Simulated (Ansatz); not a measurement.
## How far is PAW off for TaN?

```
CELL_PARAMETERS angstrom
3.03781 0.00000 0.00000
-1.51890 2.63082 0.00000
0.00000 0.00000 4.90155
ATOMIC_POSITIONS crystal
Ta 0.00000 0.00000 0.00000
Ta 0.00000 0.00000 0.50000
N 0.33333 0.66667 0.25000
N 0.66667 0.33333 0.75000
```

Atoms are numbered in the order listed.

Conventional cell: a = 3.038 Å, b = 3.038 Å, c = 4.902 Å, α = 90.00°, β = 90.00°, γ = 120.00°. Ta (atom 1) is surrounded by 6 N at 2.14 Å and 2 Ta at 2.45 Å. N (atom 3) is surrounded by 6 Ta at 2.14 Å.

The geometry is COD entry 1523630, unchecked; take it as a test cell. The listed cell was then made from it by scaling, straining or moving an atom.

Spin–orbit coupling is left out, though it moves levels of the heavy atoms by tenths of an eV or more.

Methods: DFT, PBE, PAW with Ansatz's default frozen-core files, scalar-relativistic (Ansatz 0.2.0); DFT, PBE, all-electron PAW with datasets made for the crystal, scalar-relativistic (Ansatz 0.2.0); DFT, PBE, all-electron LAPW, scalar-relativistic (Ansatz 0.2.0).

For PAW: a Γ-centred 9×9×5 k mesh, Fermi–Dirac smearing of 0.01 eV, cutoff 420 eV, no spin polarisation. The crystal-made all-electron datasets (AE datasets) take a cutoff of 500 eV at this cell. LAPW targets a basis error of 0.5 meV/atom. The Ansatz runs share mesh, smearing and spin set-up. Plane-wave (PAW) pressures include the program's estimate of the Pulay term.

Stress and pressure are positive in compression.

The change that made this cell: volume scaled by 0.99.

No spin–orbit coupling: at heavy atoms the gradients can be off by tens of per cent for that reason.

In a metal, gradients converge slowly with the k mesh: the values move by tens of per cent from one mesh to another, at times in sign, so only the comparison on one mesh counts.

```json
{"quantity": "pressure (GPa)", "PAW": "?", "AE datasets": "64.59", "LAPW": "64.59"}
{"quantity": "stress xx (GPa)", "PAW": "?", "AE datasets": "35.55", "LAPW": "35.55"}
{"quantity": "stress zz (GPa)", "PAW": "123.52", "AE datasets": "122.68", "LAPW": "122.68"}
{"quantity": "field gradient Vzz at Ta1 (10²¹ V/m²)", "PAW": "-20.26", "AE datasets": "?", "LAPW": "–"}
{"quantity": "field gradient Vzz at N3 (10²¹ V/m²)", "PAW": "0.57", "AE datasets": "0.56", "LAPW": "–"}
```

Problem. What belongs in the row "field gradient Vzz at Ta1 (10²¹ V/m²)", column "AE datasets"?

Solution. -19.78.

Problem. What belongs in the row "pressure (GPa)", column "PAW"?

Solution. 65.13.

Problem. Give the missing entry: row "stress xx (GPa)", column "PAW".

Solution. 35.94.
